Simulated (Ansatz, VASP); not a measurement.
## Two plane-wave programs on ZnS

```
Zn S
1.0
     2.66956    2.66956    0.00000
    -2.66956    2.66956    0.00000
     0.00000    2.66956    2.66956
Zn S
1 1
Cartesian
  1.3348 4.0043 1.3348
  0.0000 0.0000 0.0000
```

Alike in both runs: functional LDA; k mesh 8 × 8 × 8; no spin polarisation.

Ansatz relaxed the structure, and its values are those at the end. VASP's run is a single point on that final structure, the one shown.

```csv
,VASP,Ansatz
version,VASP 6.6.1,Ansatz 0.2.0
potentials or method,"VASP PAW LDA potentials, release 64 (Zn, S)","PAW with Ansatz's default frozen-core files, scalar-relativistic"
plane-wave cutoff (eV),520,420
occupations,"gaussian, width 0.01 eV",fixed
valence electrons in the cell,18,18
```

Ansatz gave:

| Property | Result |
| --- | --- |
| gap on the k mesh at the Fermi level (eV) | 2.02 |
| pressure (GPa) | -2.0 |

Q: What did VASP give for the same quantities?

A: gap on the k mesh at the Fermi level (eV): 2.05; pressure (GPa): -1.7.
